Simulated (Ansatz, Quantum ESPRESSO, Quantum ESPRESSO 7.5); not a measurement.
## Evanescent states of BeS, zinc blende type, lattice constant set to 5.065 Å

Aim: how fast states decay in the gap of BeS, zinc blende type, lattice constant set to 5.065 Å.

Program: Quantum ESPRESSO 7.5. Level of theory: plane-wave DFT, PBE, SG15 norm-conserving pseudopotentials (cross-check by Ansatz 0.2.0 with PAW datasets). Results are calculated unless marked as measured.

The structure was built from a prototype and need not be the compound's stable phase.

**1. The starting structure**

The structure is cubic, space group F-43m (No. 216). The conventional cell has a = 5.065 Å, b = 5.065 Å, c = 5.065 Å, α = 90.00°, β = 90.00°, γ = 90.00°. Nearest to Be lie 4 S at 2.19 Å. S has 4 Be at 2.19 Å nearest. Farther neighbours and most contacts between anions are not listed.

**2. SCF with pw.x**

pwcond needs a cell whose third axis lies along the current and stands perpendicular to the other two.

The input, scf.in:

```
&control
  prefix = 'scf'
  outdir = './out'
  pseudo_dir = './pseudo'
  calculation = 'scf'
  tprnfor = .true.
/
&system
  ibrav = 0
  nat = 4
  ntyp = 2
  ecutwfc = 60
  ecutrho = 240
  occupations = 'fixed'
  nbnd = 14
/
&electrons
  conv_thr = 1e-09
  mixing_beta = 0.6
  electron_maxstep = 120
/
ATOMIC_SPECIES
  Be  9.0122  Be_ONCV_PBE-1.2.upf
  S   32.0600  S_ONCV_PBE-1.2.upf
CELL_PARAMETERS angstrom
  3.58149584670986 0.00000000000000 0.00000000000000
  0.00000000000000 3.58149584670986 0.00000000000000
  0.00000000000000 0.00000000000000 5.06500000000000
ATOMIC_POSITIONS crystal
  Be  0.000000000000 0.000000000000 0.000000000000
  S   0.500000000000 0.000000000000 0.250000000000
  Be  0.500000000000 0.500000000000 0.500000000000
  S   0.000000000000 0.500000000000 0.750000000000
K_POINTS automatic
  8 8 6 0 0 0
```

The run is started by

```console
$ OMP_NUM_THREADS=1 mpirun -n 2 pw.x -nk 2 -in scf.in > scf.out
```

Log:

```text
Program PWSCF v.7.5 starts
[citation notice left out]

     Parallel version (MPI & OpenMP), running on       2 processor cores
     Number of MPI processes:                 2
     Threads/MPI process:                     1

     MPI processes distributed on     1 nodes
[...]
Current dimensions of program PWSCF are:
     Max number of different atomic species (ntypx) = 10
     Max number of k-points (npk) =  40000
     Max angular momentum in pseudopotentials (lmaxx) =  4
     Found identity + ( -0.5000 -0.5000 -0.5000) symmetry
     This is a supercell, fractional translations are disabled
     Message from routine setup:
     using ibrav=0 with symmetry is DISCOURAGED, use correct ibrav instead

     K-points division:     npool     =       2
     Subspace diagonalization in iterative solution of the eigenvalue problem:
     a serial algorithm will be used

     G-vector sticks info
     --------------------
     sticks:   dense  smooth     PW     G-vecs:    dense   smooth      PW
     Sum         877     877    261                27523    27523    4501

     Using Slab Decomposition

     bravais-lattice index     =            0
     lattice parameter (alat)  =       6.7680  a.u.
     unit-cell volume          =     438.4347 (a.u.)^3
     number of atoms/cell      =            4
     number of atomic types    =            2
     number of electrons       =        20.00
     number of Kohn-Sham states=           14
     kinetic-energy cutoff     =      60.0000  Ry
     charge density cutoff     =     240.0000  Ry
     scf convergence threshold =      1.0E-09
     mixing beta               =       0.6000
     number of iterations used =            8  plain     mixing
     Exchange-correlation= PBE
                           (   1   4   3   4   0   0   0)

     celldm(1)=   6.768046  celldm(2)=   0.000000  celldm(3)=   0.000000
     celldm(4)=   0.000000  celldm(5)=   0.000000  celldm(6)=   0.000000

     crystal axes: (cart. coord. in units of alat)
               a(1) = (   1.000000   0.000000   0.000000 )
               a(2) = (   0.000000   1.000000   0.000000 )
               a(3) = (   0.000000   0.000000   1.414214 )

     reciprocal axes: (cart. coord. in units 2 pi/alat)
               b(1) = (  1.000000  0.000000  0.000000 )
               b(2) = (  0.000000  1.000000  0.000000 )
               b(3) = (  0.000000  0.000000  0.707107 )

     PseudoPot. # 1 for Be read from file:
     ./pseudo/Be_ONCV_PBE-1.2.upf
     Pseudo is Norm-conserving, Zval =  4.0
     Generated using ONCVPSP code by D. R. Hamann
     Using radial grid of  602 points,  4 beta functions with:
                l(1) =   0
                l(2) =   0
                l(3) =   1
                l(4) =   1

     PseudoPot. # 2 for S  read from file:
     ./pseudo/S_ONCV_PBE-1.2.upf
     Pseudo is Norm-conserving, Zval =  6.0
     Generated using ONCVPSP code by D. R. Hamann
     Using radial grid of  602 points,  4 beta functions with:
                l(1) =   0
                l(2) =   0
                l(3) =   1
                l(4) =   1

     atomic species   valence    mass     pseudopotential
     Be                4.00     9.01220     Be( 1.00)
     S                 6.00    32.06000     S ( 1.00)

      8 Sym. Ops. (no inversion) found

   Cartesian axes

     site n.     atom                  positions (alat units)
         1        Be     tau(   1) = (   0.0000000   0.0000000   0.0000000  )
         2        S      tau(   2) = (   0.5000000   0.0000000   0.3535534  )
         3        Be     tau(   3) = (   0.5000000   0.5000000   0.7071068  )
         4        S      tau(   4) = (   0.0000000   0.5000000   1.0606602  )

     number of k points=    60
                       cart. coord. in units 2pi/alat
        k(    1) = (   0.0000000   0.0000000   0.0000000), wk =   0.0052083
        k(    2) = (   0.0000000   0.0000000   0.1178511), wk =   0.0104167
        k(    3) = (   0.0000000   0.0000000   0.2357023), wk =   0.0104167
        k(    4) = (   0.0000000   0.0000000  -0.3535534), wk =   0.0052083
        k(    5) = (   0.0000000   0.1250000   0.0000000), wk =   0.0208333
        k(    6) = (   0.0000000   0.1250000   0.1178511), wk =   0.0416667
        k(    7) = (   0.0000000   0.1250000   0.2357023), wk =   0.0416667
        k(    8) = (   0.0000000   0.1250000  -0.3535534), wk =   0.0208333
        k(    9) = (   0.0000000   0.2500000   0.0000000), wk =   0.0208333
        k(   10) = (   0.0000000   0.2500000   0.1178511), wk =   0.0416667
[...]
k(   60) = (  -0.5000000  -0.5000000  -0.3535534), wk =   0.0052083

     Dense  grid:    27523 G-vectors     FFT dimensions: (  36,  36,  48)

     Estimated max dynamical RAM per process >      44.72 MB

     Estimated total dynamical RAM >      82.71 MB

     Initial potential from superposition of free atoms

     starting charge      19.9296, renormalised to      20.0000
     Starting wfcs are random

     total cpu time spent up to now is        0.8 secs

     per-process dynamical memory:    41.7 Mb

     Self-consistent Calculation

     iteration #  1     ecut=    60.00 Ry     beta= 0.60
     Davidson diagonalization with overlap
     ethr =  1.00E-02,  avg # of iterations =  9.0

     Threshold (ethr) on eigenvalues was too large:
     Diagonalizing with lowered threshold

     Davidson diagonalization with overlap
     ethr =  3.46E-04,  avg # of iterations =  3.2

     total cpu time spent up to now is        7.3 secs

     total energy              =     -94.41359844 Ry
     estimated scf accuracy    <       0.07572338 Ry

     iteration #  2     ecut=    60.00 Ry     beta= 0.60
[...]
total energy              =     -94.42133033 Ry
     estimated scf accuracy    <       0.00712404 Ry

     iteration #  3     ecut=    60.00 Ry     beta= 0.60
[...]
total energy              =     -94.42194690 Ry
     estimated scf accuracy    <       0.00061778 Ry

     iteration #  4     ecut=    60.00 Ry     beta= 0.60
[...]
c_bands:  1 eigenvalues not converged
[...]
total energy              =     -94.42198740 Ry
     estimated scf accuracy    <       0.00002917 Ry

     iteration #  5     ecut=    60.00 Ry     beta= 0.60
[...]
total energy              =     -94.42199629 Ry
     estimated scf accuracy    <       0.00000750 Ry

     iteration #  6     ecut=    60.00 Ry     beta= 0.60
[...]
total energy              =     -94.42199699 Ry
     estimated scf accuracy    <       0.00000042 Ry

     iteration #  7     ecut=    60.00 Ry     beta= 0.60
[...]
total energy              =     -94.42199715 Ry
     estimated scf accuracy    <       0.00000080 Ry

     iteration #  8     ecut=    60.00 Ry     beta= 0.60
[...]
total energy              =     -94.42199723 Ry
     estimated scf accuracy    <       0.00000003 Ry

     iteration #  9     ecut=    60.00 Ry     beta= 0.60
[...]
End of self-consistent calculation

          k = 0.0000 0.0000 0.0000 (  3483 PWs)   bands (ev):

   -95.2875 -95.2875  -8.6939  -6.9943  -0.2035   1.9645   1.9645   4.1930
     4.1930   4.1930   7.5767   9.0300   9.2111   9.9033

          k = 0.0000 0.0000 0.1179 (  3447 PWs)   bands (ev):

   -95.2875 -95.2875  -8.6058  -7.1481   0.0542   2.0702   2.0702   3.7395
     3.9634   3.9634   7.7530   9.3651   9.3659   9.9239

          k = 0.0000 0.0000 0.2357 (  3464 PWs)   bands (ev):

   -95.2875 -95.2875  -8.3521  -7.5255   0.7420   2.3781   2.3781   2.7622
     3.4349   3.4349   8.2008   9.2134   9.8497  10.5863

          k = 0.0000 0.0000-0.3536 (  3432 PWs)   bands (ev):

   -95.2875 -95.2875  -7.9680  -7.9680   1.6956   1.6956   2.8568   2.8568
     2.8568   2.8568   8.7352   8.7352  10.5516  10.5516

          k = 0.0000 0.1250 0.0000 (  3457 PWs)   bands (ev):

   -95.2875 -95.2875  -8.5951  -6.9875  -0.0959   1.5051   2.0648   3.5114
     3.9262   4.1503   8.0313   9.3712   9.7630  10.0243

          k = 0.0000 0.1250 0.1179 (  3454 PWs)   bands (ev):

   -95.2875 -95.2875  -8.5099  -7.1284   0.0809   1.6871   2.1666   2.9285
     3.9447   4.0237   8.1974   9.3804   9.9083  10.1922

[...]
highest occupied, lowest unoccupied level (ev):     4.1930    7.5766

!    total energy              =     -94.42199724 Ry
     estimated scf accuracy    <          6.4E-10 Ry

     The total energy is the sum of the following terms:
     one-electron contribution =     -32.29291738 Ry
     hartree contribution      =      13.01445941 Ry
     xc contribution           =     -17.28284240 Ry
     ewald contribution        =     -57.86069687 Ry

     convergence has been achieved in   9 iterations

     Forces acting on atoms (cartesian axes, Ry/au):

     atom    1 type  1   force =     0.00000000    0.00000000    0.00000000
     atom    2 type  2   force =     0.00000000    0.00000000    0.00000076
     atom    3 type  1   force =     0.00000000    0.00000000    0.00000000
     atom    4 type  2   force =     0.00000000    0.00000000   -0.00000076

     Total force =     0.000001     Total SCF correction =     0.000000
     SCF correction compared to forces is large: reduce conv_thr to get better values

[...]
=------------------------------------------------------------------------------=
   JOB DONE.
=------------------------------------------------------------------------------=
```

Run time: 23 s. Hardware: 2 MPI ranks of Arm Neoverse V1, shared host; peak memory 0.17 GiB; 46 s of CPU time.

Read from the output:

* free energy: -1284.6767 eV
* valence top, on the run's zero: 4.193 eV
* conduction bottom, on the run's zero: 7.577 eV
* gap by band count: 3.384 eV

The run needed 9 iterations to bring the estimated error under 1e-09 Ry.

(Continued in part 2 of 4.)

[Logs are printed without paths, hosts, clocks, repeated set-up lines and the standing remarks that a program may print on its own settings, such as how far it seeks lower states.]

[Hosts, paths, dates, database ids (printed as entryN), source tags and the programs' standing remarks are cut or masked in the printed files.]

[Maps of the electrostatic potential energy from Ansatz leave out the sawtooth potential of an applied field or a dipole correction, so their vacuum need not be flat; planar profiles and work functions include it.]
